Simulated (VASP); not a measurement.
Here is a VASP 6.6.1 calculation.

The input INCAR:

```
PREC = Accurate
ENCUT = 520
EDIFF = 1E-7
ISMEAR = -1
SIGMA = 0.02
LREAL = Auto
LASPH = T
NELM = 60
ALGO = Normal
ISIF = 2
LWAVE = F
LCHARG = F
GGA = PS
NBANDS = 64
```

The input KPOINTS:

```
Automatic mesh
0
Gamma
  1 1 1
```

Contents of POSCAR:

```
H6C2O
1.0
    7.5290720000      0.0000000000      0.0000000000
    0.0000000000      7.5290720000      0.0000000000
    0.0000000000      0.0000000000      7.5290720000
C O H
8 4 24
Direct
    0.8662273744      0.7103572006     -0.0462451664
    0.9590502267      0.5819839852      0.0762392334
    0.4219546881      0.5035515572      1.0160323744
    0.3759125699      0.3146999746      0.9596729269
    0.3133784273      0.8062334769      0.5734070554
    0.1689731987      0.9443163789      0.5534980043
    0.6611828607      0.2183528165      0.5138771930
    0.5713565888      0.3972182161      0.5260031114
    0.8274122975      0.4933656819      0.1818084609
    0.2371124208      0.3055889198      0.8317090141
    0.0366091402      0.8711149320      0.4387740906
    0.3833672995      0.3729419680      0.5012656223
    0.8882389356      0.4056213048      0.2543139473
    1.0356530804      0.4841224987     -0.0026108529
    1.0513288091      0.6560285583      0.1643788947
    0.9640917445      0.7781597872     -0.1319976691
    0.7717513774      0.6392869969     -0.1328484033
    0.7924196181      0.8121401821      0.0294862838
    0.2898670425      0.3295597818      0.7129253357
    0.4970758637      0.2465461150      0.9095101402
    0.3310954220      0.2382716565      1.0771844385
    0.5386726906      0.5042739948      1.1051613715
    0.4554407756      0.5857128255      0.8989933151
    0.3087453598      0.5673826212      1.0835274962
   -0.0647450879      0.9512846361      0.4370022596
    0.1123101879      0.9784703034      0.6855993471
    0.2253650425      1.0682996113      0.4967914069
    0.4218720294      0.8544441413      0.6594772687
    0.2583340986      0.6852697390      0.6359876055
    0.3711288974      0.7739663505      0.4417818995
    0.3329555606      0.4890296486      0.4730283116
    0.5964060631      0.4578293702      0.6579685120
    0.6243316915      0.4876089020      0.4233672307
    0.8031727527      0.2320913770      0.5476848962
    0.6020390776      0.1240477309      0.6089600862
    0.6477810747      0.1628626592      0.3789647580
```

Potentials or basis: VASP PAW PBE potentials, release 64 (C, O, H).

The run is started by

```console
$ cat potpaw_PBE.64/C/POTCAR potpaw_PBE.64/O/POTCAR potpaw_PBE.64/H/POTCAR > POTCAR
$ mpirun -np 1 vasp_gam > vasp.out
```

Question: Estimate the band gap on the k mesh.

Answer: 4.47 eV, direct.

Question: Estimate the largest force.

Answer: 0.151 eV/Å.

Question: Predict the pressure.

Answer: -0.2 GPa.

Forces on the atoms (eV/Å):
```
C   -0.010  0.055 -0.007
C    0.069  0.062 -0.081
C    0.009 -0.064 -0.028
C    0.045  0.048  0.136
C    0.042  0.037 -0.028
C    0.092  0.018  0.094
C    0.001 -0.003 -0.020
C    0.107  0.019  0.039
O   -0.076  0.029 -0.022
O    0.113 -0.005 -0.052
O   -0.011 -0.028 -0.012
O   -0.010 -0.072  0.009
H    0.033 -0.079  0.055
H   -0.023  0.015  0.028
H   -0.008 -0.017 -0.009
H   -0.053 -0.025  0.061
H   -0.003  0.020  0.009
H    0.036 -0.059 -0.047
H   -0.090 -0.008  0.019
H   -0.032  0.029  0.020
H   -0.003  0.017 -0.042
H   -0.045 -0.012 -0.047
H    0.005 -0.009  0.022
H    0.009 -0.002 -0.005
H   -0.047  0.006 -0.023
H    0.056 -0.028 -0.106
H   -0.005 -0.028  0.027
H   -0.075 -0.007 -0.052
H    0.003  0.009 -0.020
H   -0.060  0.016  0.108
H   -0.071  0.092 -0.027
H    0.002 -0.012 -0.006
H    0.002  0.013 -0.016
H    0.000  0.002  0.000
H   -0.001 -0.025  0.021
H   -0.003 -0.006  0.002
```

Caveat: the PAW data sets were made with another functional, which shifts forces and pressure a little. PBEsol gaps usually lie below the measured ones, often by a third to a half.
